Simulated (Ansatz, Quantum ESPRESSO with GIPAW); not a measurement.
# Shieldings and field gradients in KHCO2, part 2 of 2

Wanted: NMR shieldings and quadrupolar couplings for each site of KHCO2.

Quantum ESPRESSO with GIPAW; PBEsol.

So far. Step 3 (Magnetic response): In this run the largest span is that of O (site symmetry m), with principal values -286.9, -98.0 and 196.0 ppm. On H the most shielded direction lies along its short bond to C.

## Step 4: Quadrupolar couplings

Level of this step: DFT, PBEsol, plane-wave PAW, default files, scalar-relativistic, field gradients (Ansatz).

2H, 17O and 39K have a quadrupole moment, which couples to the field gradient and broadens the lines. The gradient is a property of the ground-state density and needs no response; it is taken from a second code that counts the whole PAW charge. C_Q = eQV_zz/h, with Q = 0.00285783 barn for 2H, -0.02558 barn for 17O, 0.0603 barn for 39K.

This step: DFT, PBEsol, plane-wave PAW, default files (PAW set soft_2), scalar-relativistic, field gradients (Ansatz 0.2.0), on the same atoms.

Input file input.yaml:

```yaml
crystal:
  lattice:
    - [2.965597, -3.475583, 0.0]
    - [2.965597, 3.475583, 0.0]
    - [0.0, 0.0, 7.05183]
  atoms:
    - { symbol: K, position: [0.0, 0.0, 0.0] }
    - { symbol: K, position: [0.0, 0.0, 0.5] }
    - { symbol: O, position: [0.8765836022, 0.5026048535, 0.25] }
    - { symbol: O, position: [0.5026048535, 0.8765836022, 0.75] }
    - { symbol: O, position: [0.1234163978, 0.4973951465, 0.75] }
    - { symbol: O, position: [0.4973951465, 0.1234163978, 0.25] }
    - { symbol: C, position: [0.3960051563, 0.6039948437, 0.75] }
    - { symbol: C, position: [0.6039948437, 0.3960051563, 0.25] }
    - { symbol: H, position: [0.5573849752, 0.4426150248, 0.75] }
    - { symbol: H, position: [0.4426150248, 0.5573849752, 0.25] }
kpoints:
  mp_grid: { grid: [4, 4, 3] }
scf:
  occupations: { method: fixed }
hamiltonian:
  xc: pbesol
output:
  forces: false
  stress: false
  efg:
    quadrupole_moments_barn: { K: 0.0603, O: -0.02558, H: 0.00285783 }
```

Run with:

```sh
> ansatz run input.yaml --threads 4 --pin off --max-ram 8192MiB --backend cpu --events-out ev --progress --plain --runs-dir out
```

What it wrote:

```text
[... set-up, SCF cycles and energies left out ...]
--- PAW observables at the nuclei: V_zz in 10²¹ V/m², potentials from the cell's mean, atoms counted from 1 ---
  atom   1  K  V_zz =    +0.436229   η = 0.4546   by run symmetry: allowed   C_q = +0.6360 MHz
  atom   2  K  V_zz =    +0.436229   η = 0.4546   by run symmetry: allowed   C_q = +0.6360 MHz
  atom   3  O  V_zz =   -12.502545   η = 0.3297   by run symmetry: allowed   C_q = +7.7331 MHz
  atom   4  O  V_zz =   -12.502545   η = 0.3297   by run symmetry: allowed   C_q = +7.7331 MHz
  atom   5  O  V_zz =   -12.502545   η = 0.3297   by run symmetry: allowed   C_q = +7.7331 MHz
  atom   6  O  V_zz =   -12.502545   η = 0.3297   by run symmetry: allowed   C_q = +7.7331 MHz
  atom   7  C  V_zz =    +3.730725   η = 0.3970   by run symmetry: allowed
  atom   8  C  V_zz =    +3.730725   η = 0.3970   by run symmetry: allowed
  atom   9  H  V_zz =    +2.342460   η = 0.0046   by run symmetry: allowed   C_q = +0.1619 MHz
  atom  10  H  V_zz =    +2.342460   η = 0.0046   by run symmetry: allowed   C_q = +0.1619 MHz
[the lines on potentials at the nuclei are left out]
```

Elapsed: 0.98 s, on 4 threads of Arm Neoverse V2, shared host; peak memory 0.44 GiB.

The same from gipaw.x, job efg (1.8 s), which warns that it leaves out the neighbours' augmentation charge. V_zz in 10²¹ V/m²:

```
site   Ansatz  gipaw.x  η_Q, first  η_Q, second
   K    0.436    0.463        0.45         0.61
   O  -12.503  -12.644        0.33         0.30
   C    3.731    4.342        0.40         0.38
   H    2.342    2.442        0.00         0.03
```

Among gradients over 0.05 the ratio is farthest from one on C, by 16 %; the first column is used below.

Among nuclei of half-integer spin the second-order effect is largest for 17O on O (spin 5/2, C_Q 7.73 MHz): at 9.4 T it moves the centre of gravity of the MAS line by -126 ppm from δ_iso, and by a quarter of that at twice the field, by δ_Q = −(3/40)(C_Q/ν0)²(1 + η²/3)[I(I+1) − 3/4]/[I²(2I−1)²] × 10⁶ ppm with ν0 = 54.3 MHz.

## Step 5: Sites, surroundings and shifts

A shielding is counted from the bare nucleus and a shift from a reference compound, with the opposite sign. A fitted line does better than one reference, as its slope takes up part of the functional's error. For ¹H and ⁷Li, with little paramagnetic shielding, slope and scatter come mostly from geometry, vibration and the shape term.

Reference lines, from the same functional and files: 13C: δ = (162.2 − σ), zero at TMS, fitted to 6 measured values, from C, KHCO3, Li2CO3, MgCO3, Na2CO3 and SiC, with a scatter of 0.77 ppm r.m.s., on σ without the shape term; 1H: δ = (29.71 − σ) / 1.204, zero at TMS, fitted to 11 measured values, from Ca(BH4)2, Ca(OH)2, CsH2PO4, LiBH4, LiH, MgH2, NaH, NaOH and NH4H2PO4, with a scatter of 0.61 ppm r.m.s., with σ taken with the shape term of a sphere (6.6 ppm here). Kinds of site that fitted badly were split off after the misses were seen, so the scatter is that of the points kept.

Covalently bonded atoms count as neighbours within 1.18 times the sum of their radii. Otherwise a cation's neighbours lie within 1.2 times its shortest bond (1.3 for large cations, each anion's radius taken off where they differ), and an anion's are the cations that count it.

```
site  atom no.  atoms in cell  surroundings     bonds (Å)  δ_iso (ppm)  C_Q (MHz)   η_Q
   K         1              2           KO8  2.86 to 3.02            -       0.64  0.45
   O         3              4  bound to CK4  1.26 to 3.02            -       7.73  0.33
   C         7              2          CO2H  1.12 to 1.26        172.6          -     -
   H         9              2    bound to C         1.122         7.16      0.162  0.00
```

Simulated spectrum: 13C MAS at 20 kHz, 18.8 T (201.3 MHz), lines broadened by 0.8 ppm; rigid lattice, with dipolar and J couplings left out. Lines over 1.5 % of the strongest (ppm: area): 271.9: 0.05, 172.6: 1.00, 73.2: 0.05. Spinning sidebands lie 99.3 ppm apart.

Simulated spectrum, 1H MAS at 25 kHz, 11.7 T (498.2 MHz), lines broadened by 0.5 ppm; rigid lattice, with dipolar and J couplings left out: a single narrow line at 7.16 ppm.

Simulated spectrum: 17O fast MAS, 9.4 T (54.3 MHz), central transition to second order, lines broadened by 4.1 ppm; the axis counts ppm from the isotropic position of O, as −Δσ; rigid lattice, with dipolar and J couplings and satellite transitions left out.

offset (ppm), intensity and a bar:
```
        9       0.00 
       -2       0.00 
      -13       0.01 
      -24       0.40 ############
      -34       0.44 #############
      -44       0.49 ###############
      -55       0.55 #################
      -65       0.64 ###################
      -76       0.96 #############################
      -77       0.99 ##############################
      -87       0.69 #####################
      -96       0.59 ##################
     -107       0.55 ################
     -118       0.52 ################
     -129       0.51 ###############
     -139       0.52 ################
     -149       0.54 ################
     -160       0.60 ##################
     -170       0.79 ########################
     -174       1.00 ##############################
     -181       0.60 ##################
     -192       0.43 #############
     -202       0.37 ###########
     -212       0.33 ##########
     -223       0.27 ########
     -234       0.09 ###
     -244       0.08 ##
     -255       0.08 ##
     -265       0.07 ##
     -275       0.07 ##
     -286       0.07 ##
     -297       0.07 ##
     -307       0.06 ##
     -317       0.00 
     -328       0.00 
     -338       0.00
```

Most prominent maxima (ppm: height): -77: 0.99, -174: 1.00.

## Step 6: Other settings and structures

Each row names what was changed: another mesh tests the sampling of the zone; another cutoff tests the basis.

Changes of σ_iso (ppm) against the run above (PBEsol, cutoffs 55 and 330 Ry, mesh 4×4×3, 32 min). Times are CPU times of pw.x and gipaw.x together, on 4 MPI ranks of Arm Neoverse V2, shared host; on a shared host they are rough.

```
                  run  CPU time  f-sum miss     K     O     C      H
           mesh 5×5×4    60 min      0.0039  -0.0  +0.0  +0.0  -0.00
cutoffs 70 and 420 Ry    40 min      0.0025  +0.7  +0.4  -0.8  +0.03
```

The largest move is -0.8 ppm, on C, from cutoffs 70 and 420 Ry.

## Step 7: Results

| Quantity | Value |
| --- | --- |
| 13C shift | 172.6 ppm |
| 1H shift | 7.16 ppm |
| 2H size of C_Q | 0.162 MHz |
| 17O shielding without shape term | -63.0 ppm |
| 17O size of C_Q | 7.73 MHz |
| 39K shielding without shape term | 1202.3 ppm |
| 39K size of C_Q | 0.64 MHz |

What this shows: 13C has one site (CO2H), with isotropic shift 172.6 ppm. 1H has one site (bound to C), with isotropic shift 7.16 ppm. Going to mesh 5×5×4 changes no isotropic shielding by more than 0.019 ppm, so the main run is converged in that respect. Going to cutoffs 70 and 420 Ry changes no isotropic shielding by more than 0.76 ppm, so the main run is converged in that respect. Hydrogen's values are less sure: spans of ¹H carry errors of some ppm on PAW files, the bulk susceptibility matters on its narrow scale, and it is treated as a fixed classical nucleus at 0 K. In PBE checks against another PAW code, field gradients made this way came out 2 to 6 % larger on O (three silicas and corundum) and 10 % smaller on Al (corundum alone). This build of gipaw.x prints that it is not audited and that its numbers are no references by themselves. It also reports spline_ps as false although the input sets it; why was not traced.

[Banner, clock, file and message-heading lines were taken out of the pw.x and gipaw.x logs.]

[Logs are printed without paths, hosts, clocks, repeated set-up lines and the standing remarks that a program may print on its own settings, such as how far it seeks lower states.]

[Hosts, paths, dates, database ids (printed as entryN), source tags and the programs' standing remarks are cut or masked in the printed files.]

[Where no reference line passes its bar on scatter, no shift is given, so a measured shift of this compound may stand uncompared.]
